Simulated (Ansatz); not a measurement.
## Rb (Fddd), generalised stacking fault

All numbers below come from Ansatz, DFT PBE, scalar-relativistic, plane waves, PAW. The runs took a 420 eV cutoff, a Γ-centred 6×10×3 mesh and Gaussian smearing (0.15 eV). No spin polarisation. Energies are free energies at this smearing, counted from the undisturbed cell; pressure is positive in compression.

The starting cell (relaxed at this level; this form isn't the usual structure):

```yaml
crystal:
  lattice:
    - [2.43831, -8.84197, 0.00000]
    - [4.87661, 0.00000, 0.00000]
    - [0.00000, 0.00000, 17.76158]
  atoms:
    - { symbol: Rb, position: [0.73852, 0.63074, 0.37500] }
    - { symbol: Rb, position: [0.73852, 0.13074, 0.87500] }
    - { symbol: Rb, position: [0.76148, 0.36926, 0.12500] }
    - { symbol: Rb, position: [0.76148, 0.86926, 0.62500] }
    - { symbol: Rb, position: [0.26148, 0.36926, 0.37500] }
    - { symbol: Rb, position: [0.26148, 0.86926, 0.87500] }
    - { symbol: Rb, position: [0.23852, 0.63074, 0.12500] }
    - { symbol: Rb, position: [0.23852, 0.13074, 0.62500] }
```

The cut lies on the cell's a–b face, a (0 0 1) plane (indices in the standard cell, whose axes needn't be the Cartesian ones shown) of area 43.12 Å², between layers 4.44 Å apart. Vector c is tilted by f times 1·a + 0·b (length 9.172 Å) with the atoms' Cartesian places fixed: one unrelaxed fault a cell. The cell is metallic on the mesh throughout.

```csv
f,γ (mJ/m²)
0.0000,0
0.1000,-7
0.2000,-20
0.3000,-25
0.4000,-20
0.5000,-16
```

(1) Predict the shear traction, the slope of γ along the slip (GPa) at each point.

Answers

(1)
| f | shear traction, the slope of γ along the slip (GPa) |
| --- | --- |
| 0.0000 | 0.0 |
| 0.1000 | -0.1 |
| 0.2000 | -0.1 |
| 0.3000 | 0.0 |
| 0.4000 | 0.1 |
| 0.5000 | 0.0 |

Cost: 6 runs of about 15 core-minutes in all, on Arm Neoverse V2 (shared hosts).